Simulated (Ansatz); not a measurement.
**EuO: energy and pressure over a range of volumes**

The task here is to estimate one member of a computed series from the others.

Program: Ansatz 0.2.0. Level of theory: DFT PBE, scalar-relativistic. These are calculated values, not measurements.

1 further run of the same task is left out (set aside as unsound or not needed).

## Starting point

Symmetry: Fm-3m, No. 225, cubic system. Conventional cell: a = 5.061 Å, b = 5.061 Å, c = 5.061 Å, α = 90.00°, β = 90.00°, γ = 90.00°. Around Eu (site symmetry m-3m) lie 6 O at 2.53 Å. O (site symmetry m-3m) has 6 Eu at 2.53 Å as nearest neighbours.

Structure file:

```cif
data_structure
_symmetry_space_group_name_H-M 'P 1'
_symmetry_Int_Tables_number 1
_cell_length_a 3.5785
_cell_length_b 3.5785
_cell_length_c 3.5785
_cell_angle_alpha 60.000
_cell_angle_beta 60.000
_cell_angle_gamma 60.000
_cell_volume 32.40
loop_
_atom_site_label
_atom_site_type_symbol
_atom_site_fract_x
_atom_site_fract_y
_atom_site_fract_z
_atom_site_occupancy
Eu1 Eu 0.00000 0.00000 0.00000 1
O1 O 0.50000 0.50000 0.50000 1
```

The cell was relaxed by PAW from a hypothetical start (rocksalt type); it needn't be the stable phase of this composition.

Atoms are numbered in the order of the input: Eu1, O2.

Set-up of the first run:

input.yaml reads:

```yaml
crystal:
  lattice:
    - [0.0, 2.4874866588, 2.4874866588]
    - [2.4874866588, 0.0, 2.4874866588]
    - [2.4874866588, 2.4874866588, 0.0]
  atoms:
    - { symbol: Eu, position: [0.0, 0.0, 0.0], spin: 7.0 }
    - { symbol: O, position: [0.5, 0.5, 0.5] }
magnetization:
  spin_polarized: true
kpoints:
  mp_grid: { grid: [14, 14, 14] }
scf:
  occupations: { method: fermi_dirac, width: 0.05 }
hamiltonian:
  xc: pbe
  pseudopotentials: { kind: all_electron, lapw: { basis_error: 0.001 } }
output:
  forces: true
  stress: true
  eigenvalues: true
```

Steps of the session up to this table: Volume × 0.95, LAPW; Volume × 0.95, PAW; Volume × 0.95, crystal datasets; Volume × 0.975, LAPW; Volume × 0.975, PAW; Volume × 1.025, LAPW; Volume × 1.025, PAW; Volume × 1.05, LAPW; Volume × 1.05, PAW; Volume × 1.05, crystal datasets.

One of the session's tables, all rows but one given; the rest of the session is left out.

| method | volume (Å³/atom) | moment Eu1 (μB) |
| --- | --- | --- |
| LAPW | 15.392 | 6.77 |
| LAPW | 15.797 | 6.78 |
| LAPW | 16.202 | 6.80 |
| LAPW | 16.607 | ? |
| LAPW | 17.012 | 6.83 |
| PAW | 15.392 | 6.53 |
| PAW | 15.797 | 6.55 |
| PAW | 16.202 | 6.58 |
| PAW | 16.607 | 6.60 |
| PAW | 17.012 | 6.62 |
| crystal datasets | 15.392 | 6.55 |
| crystal datasets | 16.202 | 6.59 |
| crystal datasets | 17.012 | 6.63 |

Estimate the missing values for LAPW, 16.607.

**Answer.** moment Eu1 (μB): 6.82. In the column «moment Eu1 (μB)» it lies between LAPW, 16.202 (6.80) and LAPW, 17.012 (6.83).

Limits of these values: Other magnetic orders may lie lower; this is the state that the run reached. Warnings in the runs' records: gradients without spin orbit, crystal datasets made.
